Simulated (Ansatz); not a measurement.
The system is Ba.

```
Ba
1.0
     0.00000    3.23267    3.23267
     3.23267    0.00000    3.23267
     3.23267    3.23267    0.00000
Ba
1
Cartesian
  0.0000 0.0000 0.0000
```

This isn't the form of Ba at room conditions, which is bcc.

| Item | Value |
| --- | --- |
| Program | Ansatz 0.2.0 |
| Task | relaxation of cell and atoms |
| Functional | LDA |
| Potentials or basis | all-electron LAPW, relativistic spinors |
| Basis error allowed | 0.001 eV/atom |
| k mesh | 5 × 5 × 5 |
| Occupations | tetrahedron |
| Spin | spin-orbit coupling, no magnetisation |

At the start: volume 67.56 Å³/atom.

Question: Where does the relaxation end?

Answer: Over 5 steps the energy falls by 73.2 meV/atom and the volume is 55.80 Å³/atom (-17.4 %); space group Fm-3m (No. 225, to 0.05 Å).

The path:
```tsv
step	energy change (eV)	largest force (eV/Å)	volume (Å³)
1	0.0000	0.0000	67.56
2	-0.0256	0.0000	64.64
3	-0.0729	0.0000	55.94
4	-0.0733	0.0000	55.80
5	-0.0732	0.0000	55.80
```

Final structure:
```
Ba
1.0
    -0.00597    3.02997    3.02997
     3.02997   -0.00597    3.02997
     3.02997    3.02997   -0.00597
Ba
1
Cartesian
  0.0000 0.0000 0.0000
```

Caveat: the volume moved by over 15 % at a fixed basis, so the end points are rough; the k mesh is thin for a metal, which can move the energy by tens of meV per atom; with tetrahedron occupations forces and stress needn't match the slope of the energy.
